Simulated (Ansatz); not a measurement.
Si, DFT, PBE, PAW with Ansatz's default frozen-core files, scalar-relativistic (Ansatz 0.2.0), run on 1 thread of Arm Neoverse V1 on a shared host.

The cell comes from COD entry 9011656, which wasn't checked; take it as a given geometry. The listed cell was then made from it by scaling, straining or moving an atom.

Command: `ansatz run input.yaml --threads 1 --pin off --max-ram 3072MiB --backend cpu --events-out ev --progress --plain --runs-dir out`

```yaml
crystal:
  lattice:
    - [-2.2327825, 2.36362, 1.2755875]
    - [2.2455325, -2.35087, 1.2744125]
    - [2.2564675, 2.37338, -1.2519025]
  atoms:
    - { symbol: Si, position: [0.807, 0.557, 0.25] }
    - { symbol: Si, position: [0.193, 0.443, 0.75] }
kpoints:
  mp_grid: { grid: [16, 16, 16] }
scf:
  occupations: { method: fermi_dirac, width: 0.05 }
hamiltonian:
  xc: pbe
  pseudopotentials: { kind: paw }
output:
  forces: true
  stress: true
  eigenvalues: true
  efg: { contact_densities: true }
```

How large is the problem that the program sets up?

2052 irreducible k-points, 525 plane waves at Γ, 8 bands.

About how long does it take, and how much memory does it use?

30 s of wall time for 6 SCF iterations, with a peak of 0.76 GiB. Times on shared machines scatter by tens of per cent.

And the same cell and mesh by all-electron PAW (datasets made for this crystal), asked for forces, stress, eigenvalues, efg, on the same hardware?

66 s, peak memory 1.1 GiB.
